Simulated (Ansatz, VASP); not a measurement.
# Al35CuN36 (Cu_Al) in two plane-wave programs, part 3 of 3

Aim: how closely do two programs agree when they are given the same cell, functional and k mesh? Of the first pair: The structure shown is the start of the Ansatz relaxation below; VASP solves that cell, so the two are compared at the walk's first step.

VASP 6.6.1 and Ansatz 0.2.0.

So far. Step 3 (VASP: single point, r2SCAN, start cell, pair 1): The run ends at a pressure of 1.29 GPa, with forces up to 2.7 eV/Å.

### 6. VASP: single point, r2SCAN, relaxed cell, pair 2

Level of this step: r2SCAN, spin-polarised from a ferromagnetic start; plane waves and PAW (Al, N, Cu) (VASP).

The same cell, functional and mesh now go to VASP, with its own data sets.

INCAR reads:

```
SYSTEM = Al35CuN36
PREC = Accurate
ENCUT = 580
EDIFF = 1E-06
NELM = 200
ISMEAR = 0
SIGMA = 0.01
LREAL = Auto
ALGO = Normal
METAGGA = R2SCAN
LASPH = .TRUE.
NBANDS = 200
ISPIN = 2
MAGMOM = 0 0 0 0 0 0 -0 0 0 -0 0 -0 -0 0 -0 0 0 0 0 0 0 -0 0 -0 -0 -0 -0 -0 0 -0 0 -0 0 0 0 0 0 0 0 0.13 0.01 0.02 -0 0 0 0 0 0.03 0.01 0 -0 0.24 0.01 0.01 0.24 0.13 0.01 0.02 -0 0 -0 0 -0 0.02 0.01 0 -0 0 0 0 0 0.77
LMAXMIX = 4
LORBIT = 11
LWAVE = .FALSE.
LCHARG = .FALSE.
ISIF = 2
ISYM = 0
NUPDOWN = 2
GGA_COMPAT = .FALSE.
LMIXTAU = .TRUE.
NCORE = 2
```

POSCAR reads:

```
Al35CuN36
1.0
    9.3195655372      0.0000000854      0.0000000000
   -4.6597828426      8.0709804647      0.0000000000
    0.0000000000      0.0000000000      9.9564777200
Al N Cu
35 36 1
Direct
    0.2227446074      0.1111908871      0.2499476419
    0.1096899278      0.2198371697      0.5007161083
    0.2226151416      0.1110761854      0.7504276269
    0.1116027555      0.2221692225      0.9996497930
    0.2218489827      0.4433022010      0.2500221300
    0.1107023384      0.5552804557      0.5006308094
    0.2206960514      0.4433212854      0.7490922004
    0.1116600097      0.5558497035      0.0000010756
    0.2233586885      0.7777637932      0.2501938581
    0.1123988527      0.8887270789      0.5000045993
    0.2231221541      0.7780043615      0.7503024108
    0.1120549620      0.8891191079      0.0003572065
    0.5561854146      0.1118353290      0.2503132103
    0.4427655676      0.2219236489      0.5009783807
    0.5563721187      0.1119102848      0.7501811948
    0.4449241491      0.2225734889      0.9997992717
    0.5556922631      0.4453982512      0.2486202392
    0.5568444193      0.4443998591      0.7493633178
    0.4448441466      0.5563039971      0.9994440913
    0.5577534050      0.7791756204      0.2500096162
    0.4457059848      0.8903312375      0.5007084620
    0.5579014452      0.7805385264      0.7491929443
    0.4452871506      0.8895036111      0.0000341868
    0.8896623583      0.1114706188      0.2504029557
    0.7783253929      0.2228110323      0.4997576477
    0.8894056275      0.1118102753      0.7503818237
    0.7784175551      0.2227455089      0.0004281414
    0.8892842693      0.4449382368      0.2503148102
    0.7791320465      0.5583088901      0.5009558509
    0.8892699448      0.4447940851      0.7501733714
    0.7785917379      0.5562377822      0.9998367222
    0.8899591743      0.7784209371      0.2499999179
    0.7812999293      0.8914172004      0.5008037908
    0.8901102684      0.7785548109      0.7504556993
    0.7789887443      0.8895722211      0.9996938751
    0.2218816611      0.1105441561      0.4406141480
    0.1117262278      0.2214770325      0.1896658100
    0.2226509141      0.1112791630      0.9406977838
    0.1112691395      0.2212834908      0.6912111605
    0.2101738755      0.4355664389      0.4393238462
    0.1117343142      0.5554909769      0.1905897403
    0.2224639785      0.4447827057      0.9401998384
    0.1113860260      0.5557156881      0.6909225532
    0.2233810011      0.7776959565      0.4409012223
    0.1124098651      0.8887316074      0.1908148034
    0.2229458523      0.7782338843      0.9408206217
    0.1123055340      0.8888827523      0.6907082488
    0.5555364230      0.1129458545      0.4408390897
    0.4451171218      0.2226135095      0.1902863747
    0.5561479007      0.1119347339      0.9407388060
    0.4448730350      0.2223192080      0.6910551960
    0.5588727610      0.4422068963      0.4390810475
    0.4447511529      0.5562961162      0.1906918457
    0.5559485130      0.4452241671      0.9404867377
    0.4450264329      0.5563475420      0.6960704433
    0.5654346017      0.7907515719      0.4395161810
    0.4456523899      0.8893974740      0.1906593262
    0.5563759291      0.7787157535      0.9403085970
    0.4454408229      0.8897829076      0.6909454215
    0.8891124495      0.1118931158      0.4406004157
    0.7785822070      0.2225485954      0.1909773246
    0.8892076302      0.1119344973      0.9406576756
    0.7785122377      0.2226517196      0.6906234380
    0.8880801242      0.4455746954      0.4408407680
    0.7785229786      0.5560418937      0.1903473779
    0.8892515887      0.4450006928      0.9407274699
    0.7788779659      0.5563232357      0.6910553799
    0.8905939505      0.7792579802      0.4406431284
    0.7795953537      0.8893686417      0.1897543483
    0.8898780409      0.7784918877      0.9407458856
    0.7799064676      0.8899337005      0.6912681406
    0.4410898021      0.5599996342      0.4958140115
```

KPOINTS reads:

```
Points of the shifted mesh
1
Reciprocal
 0.2500000000  0.2500000000  0.2500000000 1
```

PAW data sets: Al, N and Cu (PBE family, release 64).

The run is started by

```bash
mpirun -np 8 vasp_std
```

Numbers of over 12 decimals in the logs are rounded to 6 here.

Output:

```text
[banner, memory and clock lines left out]
running    8 mpi-ranks, on    1 nodes
[...]
[... a notice as in an earlier step ...]

 LDA part: xc-table for (None), standard interpolation
 POSCAR, INCAR and KPOINTS ok, starting setup
[...]
entering main loop
       N       E                     dE             d eps       ncg     rms          rms(c)
DAV:   1     0.181187693252E+04    0.18119E+04   -0.14446E+05   800   0.155E+03
DAV:   2    -0.586215962446E+03   -0.23981E+04   -0.22447E+04   976   0.352E+02
DAV:   3    -0.840614088624E+03   -0.25440E+03   -0.24837E+03   952   0.128E+02
DAV:   4    -0.854152369965E+03   -0.13538E+02   -0.13458E+02  1248   0.356E+01
[...]
DAV:  18    -0.690896459552E+03   -0.54146E-04   -0.94748E-05  1248   0.126E-01    0.130E-02
DAV:  19    -0.690896471132E+03   -0.11580E-04   -0.23697E-05   968   0.158E-02    0.890E-03
DAV:  20    -0.690896471850E+03   -0.71729E-06   -0.32526E-06   712   0.127E-02
   1 F= -.69089647E+03 E0= -.69089647E+03  d E =-.826564E-12  mag=     2.0000
```

Parts of OUTCAR (step 6):

```text
  FREE ENERGIE OF THE ION-ELECTRON SYSTEM (eV)
  ---------------------------------------------------
  free  energy   TOTEN  =      -690.8964718497 eV

  energy  without entropy=     -690.8964718497  energy(sigma->0) =     -690.89647185

 magnetization (x)
# of ion       s       p       d       tot
------------------------------------------
    1       -0.000  -0.000   0.000  -0.000
    2        0.000  -0.001   0.000  -0.000
    3        0.000   0.000   0.000   0.000
    4       -0.000   0.000   0.000   0.000
    5        0.000   0.001   0.000   0.002
    6        0.001   0.002   0.000   0.003
    7       -0.001  -0.001   0.000  -0.002
    8        0.000   0.000   0.000   0.000
    9       -0.000   0.000   0.000  -0.000
   10       -0.000  -0.000   0.000  -0.000
   11        0.000   0.000   0.000   0.000
   12       -0.000  -0.000   0.000  -0.000
   13       -0.000  -0.000   0.000  -0.000
[...]
--------------------------------------------------
tot          0.028   0.900   0.725   1.654
```

The run ends at a pressure of 0.30 GPa, with forces up to 0.079 eV/Å.

### 7. Side by side

What differs besides the data sets and the points named for the pairs above, as far as they apply: the data sets hold 304 valence electrons in Ansatz (on its PAW soft_1 files) and 296 in VASP; site moments are counted in spheres of each program's own size. Total energies have different zeros and are not compared.

The two programs side by side:

```
                             quantity  Ansatz  VASP  difference
total moment, fixed by the input (μB)    2.00  2.00        0.00
                  moment on Cu72 (μB)    0.77  0.78       -0.01
                   moment on N55 (μB)    0.24  0.24       +0.01
                   moment on N52 (μB)    0.24  0.24       +0.01
                   moment on N56 (μB)    0.13  0.13        0.00
                   moment on N40 (μB)    0.13  0.13        0.00
```

At this near-relaxed geometry the largest component of a force difference is 71 meV/Å.

### 8. Outcome

| Property | Result |
| --- | --- |
| r.m.s. force difference (single point, r2SCAN, start cell, pair 1) | 1.9 % of the r.m.s. force |
| difference in moment on Cu72 (single point, r2SCAN, relaxed cell, pair 2) | -0.013 μB |
| r.m.s. force difference (single point, r2SCAN, relaxed cell, pair 2) | 10 meV/Å |

The r.m.s. force difference is 10 meV/Å (single point, r2SCAN, relaxed cell, pair 2), within the 12 meV/Å picked in this series as the mark of a large difference. The data sets hold unlike numbers of valence electrons (304 in Ansatz and 296 in VASP), so part of the differences comes from the potentials. Such differences can come from data sets, numerical settings and the points named under the comparisons, not from the functional's error against experiment.

[Lines on the potential files, build, host, timing and source positions are cut from VASP's logs without a mark.]

[Logs are printed without paths, hosts, clocks, repeated set-up lines and the standing remarks that a program may print on its own settings, such as how far it seeks lower states.]

[Hosts, paths, dates, database ids (printed as entryN), source tags and the programs' standing remarks are cut or masked in the printed files.]
